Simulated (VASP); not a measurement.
# ZnO (zincite) (P6_3mc) in VASP: notebook

One crystal, ZnO (zincite), is run at these levels: r2SCAN, TB-mBJ, LDA; tasks: band structure, phonons, elastic constants.

Program: VASP 6.6.1. These are calculated values, not measurements. Logs are shortened: lines on timing, memory, paths and dates and some standing lists are left out, and cuts for length are marked.

**Experimental background.**

“Electronic structure of alkaline earth and post-transition metal oxides”, 2009, arxiv:0908.1581 quotes, for a bulk crystal of ZnO: band gap 3.37 eV.

The results are compared with them further down.

**1. The crystal as given**

Symmetry: P6_3mc, No. 186, hexagonal system. The conventional cell has a = 3.249 Å, b = 3.249 Å, c = 5.206 Å, α = 90.00°, β = 90.00°, γ = 120.00°. Zn (site symmetry 3m) has 4 O at 1.97 to 1.98 Å as nearest neighbours. O (site symmetry 3m) is surrounded by 4 Zn at 1.97 to 1.98 Å.

**2. Band structure, r2SCAN**

INCAR

```
PREC     = Accurate       # precision mode
ENCUT    = 520            # plane-wave cutoff, eV
EDIFF    = 1E-6           # SCF threshold, eV
ISMEAR   = 0              # smearing method
SIGMA    = 0.02           # smearing width, eV
LREAL    = F              # projectors in reciprocal space
LASPH    = T              # aspherical terms in the spheres
NELM     = 60             # most SCF steps
ALGO     = Normal         # electronic algorithm
ISIF     = 2              # what is computed and relaxed
LWAVE    = F              # write WAVECAR
LCHARG   = F              # write CHGCAR
METAGGA  = R2SCAN         # meta-GGA
LMIXTAU  = T
```

KPOINTS

```
regular mesh
0
Gamma
  10 10 6
```

POSCAR

```
ZnO
1.0
    3.2493080000      0.0000000000      0.0000000000
   -1.6246540000      2.8139832727      0.0000000000
    0.0000000000      0.0000000000      5.2057090000
Zn O
2 2
Direct
    0.6666666667      0.3333333333      0.0000000000
    0.3333333333      0.6666666667      0.5000000000
    0.3333333333      0.6666666667      0.8790100000
    0.6666666667      0.3333333333      0.3790100000
```

KPOINTS_OPT

```
path GMKGALHA,LM,KH
10
line-mode
reciprocal
 0.0000000000  0.0000000000  0.0000000000  G
 0.5000000000  0.0000000000  0.0000000000  M

 0.5000000000  0.0000000000  0.0000000000  M
 0.3333333333  0.3333333333  0.0000000000  K

 0.3333333333  0.3333333333  0.0000000000  K
 0.0000000000  0.0000000000  0.0000000000  G

 0.0000000000  0.0000000000  0.0000000000  G
 0.0000000000  0.0000000000  0.5000000000  A

 0.0000000000  0.0000000000  0.5000000000  A
 0.5000000000  0.0000000000  0.5000000000  L

 0.5000000000  0.0000000000  0.5000000000  L
 0.3333333333  0.3333333333  0.5000000000  H

 0.3333333333  0.3333333333  0.5000000000  H
 0.0000000000  0.0000000000  0.5000000000  A

 0.5000000000  0.0000000000  0.5000000000  L
 0.5000000000  0.0000000000  0.0000000000  M

 0.3333333333  0.3333333333  0.0000000000  K
 0.3333333333  0.3333333333  0.5000000000  H
```

Potentials or basis: VASP PAW PBE potentials, release 64 (Zn, O).

Run with:

```console
cat potpaw_PBE.64/Zn/POTCAR potpaw_PBE.64/O/POTCAR > POTCAR
mpirun -np 1 vasp_std > vasp.out
```

OUTCAR:

```text
PREC = Accurate
   ENCUT = 520
   EDIFF = 1E-6
   ISMEAR = 0
   LREAL = F
   LASPH = T
   NELM = 60
   ISIF = 2
   METAGGA = R2SCAN

 ion  position               nearest neighbor table
   1  0.667  0.333  0.000-   4 1.97   3 1.98   3 1.98   3 1.98
   2  0.333  0.667  0.500-   3 1.97   4 1.98   4 1.98   4 1.98
   3  0.333  0.667  0.879-   2 1.97   1 1.98   1 1.98   1 1.98
   4  0.667  0.333  0.379-   1 1.97   2 1.98   2 1.98   2 1.98

  LATTYP: Found a hexagonal cell.
 ALAT       =     3.2493080000
 C/A-ratio  =     1.6020977390

  Lattice vectors:

 A1 = (   3.2493080000,   0.0000000000,   0.0000000000)
 A2 = (  -1.6246540000,   2.8139832727,   0.0000000000)
 A3 = (   0.0000000000,   0.0000000000,   5.2057090000)

Analysis of symmetry for initial positions (statically):
=====================================================================
 Subroutine PRICEL returns:
 Original cell was already a primitive cell.

 Routine SETGRP: Setting up the symmetry group for a
 hexagonal supercell.

 Subroutine GETGRP returns: Found 12 space group operations
 (whereof  6 operations were pure point group operations)
 out of a pool of 24 trial point group operations.

The static configuration has the point symmetry C_3v.
 The point group associated with its full space group is C_6v.

Analysis of symmetry for dynamics (positions and initial velocities):
=====================================================================
 Subroutine PRICEL returns:
 Original cell was already a primitive cell.

 Routine SETGRP: Setting up the symmetry group for a
 hexagonal supercell.

 Subroutine GETGRP returns: Found 12 space group operations
 (whereof  6 operations were pure point group operations)
 out of a pool of 24 trial point group operations.

The dynamic configuration has the point symmetry C_3v.
 The point group associated with its full space group is C_6v.

 Subroutine INISYM returns: Found 12 space group operations
 (whereof  6 operations are pure point group operations),
 and found     1 'primitive' translations

----------------------------------------------------------------------------------------

[... 86 lines left out ...]
 SYSTEM =  unknown system
   PREC   = accura    normal or accurate (medium, high low for compatibility)
   ISTART =      0    job   : 0-new  1-cont  2-samecut
   ICHARG =      2    charge: 1-file 2-atom 10-const
   ISPIN  =      1    spin polarized calculation?
   LNONCOLLINEAR =      F non collinear calculations
   LSORBIT =      F    spin-orbit coupling
   LASPH  =      T    aspherical Exc in radial PAW
   ENCUT  =  520.0 eV  38.22 Ry    6.18 a.u.   6.04  6.04  9.68*2*pi/ulx,y,z
   NELM   =     60;   NELMIN=  2; NELMDL= -5     # of ELM steps
   EDIFF  = 0.1E-05   stopping-criterion for ELM
   LREAL  =      F    real-space projection
   EDIFFG = 0.1E-04   stopping-criterion for IOM
   NSW    =      0    number of steps for IOM
   IBRION =     -1    ionic relax: 0-MD 1-quasi-New 2-CG
   NFREE  =      0    steps in history (QN), initial steepest desc. (CG)
   ISIF   =      2    stress and relaxation
   ISYM   =      2    0-nonsym 1-usesym 2-fastsym
   POTIM  = 0.5000    time-step for ionic-motion
   TEBEG  =    0.0;   TEEND  =   0.0 temperature during run
   PSTRESS=    0.0 pullay stress
   NELECT =      36.0000    total number of electrons
   NUPDOWN=      -1.0000    fix difference up-down
   EMIN   =  10.00;   EMAX   =-10.00  energy-range for DOS
   EFERMI =   0.00;   METHOD = LEGACY
   ISMEAR =     0;   SIGMA  =   0.02  broadening in eV -4-tet -1-fermi 0-gaus
   EFERMI_NEDOS =   21; number of points for ismear=-14 and -15
   IALGO  =     38    algorithm
   IMIX   =      4    mixing-type and parameters
     AMIX     =   0.40;   BMIX     =  1.00
     AMIX_MAG =   1.60;   BMIX_MAG =  1.00
  volume/ion in A,a.u.               =      11.90        80.30
  Fermi-wavevector in a.u.,A,eV,Ry     =   1.491574  2.818667 30.270160  2.224794
  Thomas-Fermi vector in A             =   2.604212
   LORBIT       =      0    0 simple, 1 ext, 2 COOP (PROOUT), +10 PAW based schemes
   METAGGA = R2SCAN    functional components
   LHFCALC =     F    Hartree Fock is set to
   AEXX    =    0.0000 exact exchange contribution
   IVDW    =     0    specifies the selected vdW correction
   LEPSILON=     F    determine dielectric tensor
   LRPA    =     F    only Hartree local field effects (RPA)
 non-spin polarized calculation
 Gauss-broadening in eV      SIGMA  =   0.02
  energy-cutoff  :      520.00
  volume of cell :       47.60
 maximum number of plane-waves:      1300
   NGX = 13   NGY = 13   NGZ = 19

 number of electron      36.0000017 magnetization

 Free energy of the ion-electron system (eV)
  ---------------------------------------------------
  ext. energy  EPLUGINS =         0.00000000
  ---------------------------------------------------
  free energy    TOTEN  =       -36.31715047 eV

  energy without entropy =      -36.31715047  energy(sigma->0) =      -36.31715047

 E-fermi :   1.0232     XC(G=0): -11.6617

 val. band max:        0.8418306094   @ k =   0.0000   0.0000   0.0000
 cond. band min:       2.0730792253   @ k =   0.0000   0.0000   0.0000
 fundamental gap:      1.2312486159
 Fermi energy:         1.0231747103

 k-point     1 :       0.0000    0.0000    0.0000
  band No.  band energies     occupation
      1     -18.2336      2.00000
      2     -17.5400      2.00000
      3      -4.9647      2.00000
      4      -4.9647      2.00000
      5      -4.9219      2.00000
      6      -4.8367      2.00000
[... 589 lines left out ...]
     21       9.3140      0.00000
     22      10.1631      0.00000

 [... further k-points ...]
[... 5 lines left out ...]
  --------------------------------------------------------------------------------------
  -------------------------------------------------------------------------------------
  Total       -0.2180640     -0.2180640      0.3008013      0.0000000      0.0000000      0.0000000
  in kB       -7.3401061     -7.3401061     10.1250701      0.0000000      0.0000000      0.0000000
  external PRESSURE =      -1.5183807 kB  Pullay stress =       0.0000000 kB

 VOLUME and BASIS-vectors are now :
 -----------------------------------------------------------------------------
  energy-cutoff  :      520.00
  volume of cell :       47.60
      direct lattice vectors                 reciprocal lattice vectors
     3.249308000  0.000000000  0.000000000     0.307757836  0.177684070  0.000000000
    -1.624654000  2.813983273  0.000000000     0.000000000  0.355368139  0.000000000
     0.000000000  0.000000000  5.205709000     0.000000000  0.000000000  0.192096792

 POSITION                                       TOTAL-FORCE (eV/Angst)
 -----------------------------------------------------------------------------------
      1.62465      0.93799      0.00000        -0.000000      0.000000     -0.085967
     -0.00000      1.87599      2.60285         0.000000     -0.000000     -0.085967
     -0.00000      1.87599      4.57587         0.000000      0.000000      0.085967
      1.62465      0.93799      1.97302         0.000000      0.000000      0.085967
 -----------------------------------------------------------------------------------
    total drift:                                0.000000      0.000000     -0.087122

  FREE ENERGIE OF THE ION-ELECTRON SYSTEM (eV)
  ---------------------------------------------------
  free  energy   TOTEN  =       -36.3171504671 eV

  energy  without entropy=      -36.3171504671  energy(sigma->0) =      -36.31715047
```

Run time: 2.3 min. Hardware: 1 thread of Intel Xeon 6975P-C (Granite Rapids), shared host; peak memory 0.24 GiB.

What came out:

```
Free energy             : -36.3172 eV
Pressure                : -0.2 GPa
Largest force           : 0.086 eV/Å
Band gap on the k mesh  : 1.23 eV, direct
Band gap along the path : 1.23 eV, direct
```

Forces in eV/Å, atoms in the order of the input:
```
Zn   0.000  0.000 -0.086
Zn   0.000  0.000 -0.086
O    0.000  0.000  0.086
O    0.000  0.000  0.086
```

Stress tensor (GPa, compression positive):
```
-0.73  0.00  0.00
 0.00 -0.73  0.00
 0.00  0.00  1.01
```

Levels at the corners of the path, in eV from the valence-band top:
```
point  band 14  band 15  band 16  band 17  band 18  band 19  band 20  band 21  band 22
    Γ    -0.83    -0.83    -0.07     0.00     0.00     1.23     5.84     8.86    13.65
    M    -3.54    -2.85    -2.33    -1.29    -0.84     6.40     7.34     8.11     9.24
    M    -3.54    -2.85    -2.33    -1.29    -0.84     6.40     7.34     8.11     9.24
    K    -3.54    -3.54    -1.94    -1.94    -1.72     8.13     8.40     8.40     8.64
    K    -3.54    -3.54    -1.94    -1.94    -1.72     8.13     8.40     8.40     8.64
    Γ    -0.83    -0.83    -0.07     0.00     0.00     1.23     5.84     8.86    13.65
    Γ    -0.83    -0.83    -0.07     0.00     0.00     1.23     5.84     8.86    13.65
    A    -2.22    -0.41    -0.41    -0.41    -0.41     3.93     3.93    10.85    10.85
    A    -2.22    -0.41    -0.41    -0.41    -0.41     3.93     3.93    10.85    10.85
    L    -3.76    -1.54    -1.54    -1.38    -1.38     6.25     6.25     9.13     9.13
    L    -3.76    -1.54    -1.54    -1.38    -1.38     6.25     6.25     9.13     9.13
    H    -3.71    -2.70    -2.70    -1.26    -1.26     8.49     8.49     8.71     8.71
    H    -3.71    -2.70    -2.70    -1.26    -1.26     8.49     8.49     8.71     8.71
    A    -2.22    -0.41    -0.41    -0.41    -0.41     3.93     3.93    10.85    10.85
    L    -3.76    -1.54    -1.54    -1.38    -1.38     6.25     6.25     9.13     9.13
    M    -3.54    -2.85    -2.33    -1.29    -0.84     6.40     7.34     8.11     9.24
    K    -3.54    -3.54    -1.94    -1.94    -1.72     8.13     8.40     8.40     8.64
    H    -3.71    -2.70    -2.70    -1.26    -1.26     8.49     8.49     8.71     8.71
```

Caveat: the PAW data sets were made with another functional, which shifts forces and pressure a little.

**3. Band structure, TB-mBJ**

POSCAR is that of step 2.

INCAR.step1

```
PREC     = Accurate       # precision mode
ENCUT    = 520            # plane-wave cutoff, eV
EDIFF    = 1E-5           # SCF threshold, eV
ISMEAR   = 0              # smearing method
SIGMA    = 0.02           # smearing width, eV
LREAL    = F              # projectors in reciprocal space
LASPH    = T              # aspherical terms in the spheres
NELM     = 60             # most SCF steps
ALGO     = Normal         # electronic algorithm
ISIF     = 2              # what is computed and relaxed
LWAVE    = T              # write WAVECAR
LCHARG   = F              # write CHGCAR
GGA      = PE             # functional
```

INCAR.step2

```
PREC     = Accurate       # precision mode
ENCUT    = 520            # plane-wave cutoff, eV
EDIFF    = 1E-6           # SCF threshold, eV
ISMEAR   = 0              # smearing method
SIGMA    = 0.02           # smearing width, eV
LREAL    = F              # projectors in reciprocal space
LASPH    = T              # aspherical terms in the spheres
NELM     = 60             # most SCF steps
ALGO     = Normal         # electronic algorithm
ISIF     = 2              # what is computed and relaxed
LWAVE    = F              # write WAVECAR
LCHARG   = F              # write CHGCAR
METAGGA  = MBJ            # meta-GGA
ISTART   = 1
```

KPOINTS is that of step 2.

KPOINTS_OPT is that of step 2.

Potentials or basis: VASP PAW PBE potentials, release 64 (Zn, O).

Run with:

```console
cat potpaw_PBE.64/Zn/POTCAR potpaw_PBE.64/O/POTCAR > POTCAR
cp INCAR.step1 INCAR
mpirun -np 1 vasp_std > vasp.out
cp INCAR.step2 INCAR
mpirun -np 1 vasp_std > vasp.out
```

OUTCAR:

```text
PREC = Accurate
   ENCUT = 520
   EDIFF = 1E-6
   ISMEAR = 0
   LREAL = F
   LASPH = T
   NELM = 60
   ISIF = 2
   METAGGA = MBJ
   ISTART = 1

 ion  position               nearest neighbor table
   1  0.667  0.333  0.000-   4 1.97   3 1.98   3 1.98   3 1.98
   2  0.333  0.667  0.500-   3 1.97   4 1.98   4 1.98   4 1.98
   3  0.333  0.667  0.879-   2 1.97   1 1.98   1 1.98   1 1.98
   4  0.667  0.333  0.379-   1 1.97   2 1.98   2 1.98   2 1.98

  LATTYP: Found a hexagonal cell.
 ALAT       =     3.2493080000
 C/A-ratio  =     1.6020977390

  Lattice vectors:

 A1 = (   3.2493080000,   0.0000000000,   0.0000000000)
 A2 = (  -1.6246540000,   2.8139832727,   0.0000000000)
 A3 = (   0.0000000000,   0.0000000000,   5.2057090000)

Analysis of symmetry for initial positions (statically):
=====================================================================
 Subroutine PRICEL returns:
 Original cell was already a primitive cell.

 Routine SETGRP: Setting up the symmetry group for a
[... 167 lines left out ...]
  ---------------------------------------------------
  ext. energy  EPLUGINS =         0.00000000
  ---------------------------------------------------
  free energy    TOTEN  =       212.29042308 eV

  energy without entropy =      212.29042308  energy(sigma->0) =      212.29042308

 E-fermi :   2.7696     XC(G=0): -10.0322

 val. band max:        2.6489659402   @ k =   0.0000   0.0000   0.0000
 cond. band min:       5.2297846400   @ k =   0.0000   0.0000   0.0000
 fundamental gap:      2.5808186998
 Fermi energy:         2.7696249763

 k-point     1 :       0.0000    0.0000    0.0000
  band No.  band energies     occupation
      1     -16.7181      2.00000
      2     -16.1824      2.00000
      3      -2.6034      2.00000
      4      -2.6032      2.00000
      5      -2.5557      2.00000
      6      -2.4755      2.00000
[... 589 lines left out ...]
     21      12.3580      0.00000
     22      13.2684      0.00000

 [... further k-points ...]
[... 5 lines left out ...]
  --------------------------------------------------------------------------------------
  -------------------------------------------------------------------------------------
  Total     -223.7689283   -223.7689283   -223.3734518      0.0000000     -0.0000000      0.0000000
  in kB    -7532.1348326  -7532.1348324  -7518.8229629      0.0000000     -0.0000000      0.0000000
  external PRESSURE =   -7527.6975426 kB  Pullay stress =       0.0000000 kB

 VOLUME and BASIS-vectors are now :
 -----------------------------------------------------------------------------
  energy-cutoff  :      520.00
  volume of cell :       47.60
      direct lattice vectors                 reciprocal lattice vectors
     3.249308000  0.000000000  0.000000000     0.307757836  0.177684070  0.000000000
    -1.624654000  2.813983273  0.000000000     0.000000000  0.355368139  0.000000000
     0.000000000  0.000000000  5.205709000     0.000000000  0.000000000  0.192096792

 POSITION                                       TOTAL-FORCE (eV/Angst)
 -----------------------------------------------------------------------------------
      1.62465      0.93799      0.00000         0.000000     -0.000000      0.120084
     -0.00000      1.87599      2.60285        -0.000000      0.000000      0.120084
     -0.00000      1.87599      4.57587        -0.000000     -0.000000     -0.120084
      1.62465      0.93799      1.97302        -0.000000     -0.000000     -0.120084
 -----------------------------------------------------------------------------------
    total drift:                                0.000000      0.000000      1.324269

  FREE ENERGIE OF THE ION-ELECTRON SYSTEM (eV)
  ---------------------------------------------------
  free  energy   TOTEN  =       212.2904230834 eV

  energy  without entropy=      212.2904230834  energy(sigma->0) =      212.29042308
```

OUTCAR.step1:

```text
PREC = Accurate
   ENCUT = 520
   EDIFF = 1E-5
   ISMEAR = 0
   LREAL = F
[... 832 lines left out ...]
      1.62465      0.93799      0.00000        -0.000000     -0.000000     -0.074141
     -0.00000      1.87599      2.60285         0.000000      0.000000     -0.074141
     -0.00000      1.87599      4.57587         0.000000      0.000000      0.074141
      1.62465      0.93799      1.97302        -0.000000      0.000000      0.074141
 -----------------------------------------------------------------------------------
    total drift:                               -0.000000     -0.000000     -0.001172

  FREE ENERGIE OF THE ION-ELECTRON SYSTEM (eV)
  ---------------------------------------------------
  free  energy   TOTEN  =       -17.8223260563 eV

  energy  without entropy=      -17.8223260563  energy(sigma->0) =      -17.82232606
```

Run time: 1.8 min. Hardware: 1 thread of Intel Xeon 6975P-C (Granite Rapids), shared host; peak memory 0.24 GiB.

Results:

- Band gap on the k mesh: 2.58 eV, direct
- Band gap along the path: 2.58 eV, direct

Levels at the corners of the path, in eV from the valence-band top:
| point | band 15 | band 16 | band 17 | band 18 | band 19 | band 20 | band 21 | band 22 |
| --- | --- | --- | --- | --- | --- | --- | --- | --- |
| Γ | -0.73 | -0.08 | 0.00 | 0.00 | 2.58 | 7.23 | 9.97 | 14.81 |
| M | -2.40 | -2.05 | -1.05 | -0.75 | 7.59 | 8.54 | 9.39 | 10.56 |
| M | -2.40 | -2.05 | -1.05 | -0.75 | 7.59 | 8.54 | 9.39 | 10.56 |
| K | -2.99 | -1.62 | -1.62 | -1.44 | 9.47 | 9.57 | 9.57 | 9.74 |
| K | -2.99 | -1.62 | -1.62 | -1.44 | 9.47 | 9.57 | 9.57 | 9.74 |
| Γ | -0.73 | -0.08 | 0.00 | 0.00 | 2.58 | 7.23 | 9.97 | 14.82 |
| Γ | -0.73 | -0.08 | 0.00 | 0.00 | 2.58 | 7.23 | 9.97 | 14.81 |
| A | -0.36 | -0.36 | -0.36 | -0.36 | 5.04 | 5.04 | 12.12 | 12.12 |
| A | -0.36 | -0.36 | -0.36 | -0.36 | 5.04 | 5.04 | 12.12 | 12.12 |
| L | -1.35 | -1.35 | -1.21 | -1.21 | 7.55 | 7.55 | 10.33 | 10.33 |
| L | -1.35 | -1.35 | -1.21 | -1.21 | 7.55 | 7.55 | 10.33 | 10.33 |
| H | -2.23 | -2.23 | -1.13 | -1.13 | 9.67 | 9.67 | 9.91 | 9.91 |
| H | -2.23 | -2.23 | -1.13 | -1.13 | 9.67 | 9.67 | 9.91 | 9.91 |
| A | -0.36 | -0.36 | -0.36 | -0.36 | 5.04 | 5.04 | 12.12 | 12.12 |
| L | -1.35 | -1.35 | -1.21 | -1.21 | 7.55 | 7.55 | 10.33 | 10.33 |
| M | -2.40 | -2.05 | -1.05 | -0.75 | 7.59 | 8.54 | 9.39 | 10.56 |
| K | -2.99 | -1.62 | -1.62 | -1.44 | 9.47 | 9.57 | 9.57 | 9.74 |
| H | -2.23 | -2.23 | -1.13 | -1.13 | 9.67 | 9.67 | 9.91 | 9.91 |

Caveat: the PAW data sets were made with another functional, which shifts forces and pressure a little.

[end of part 1 of 2]
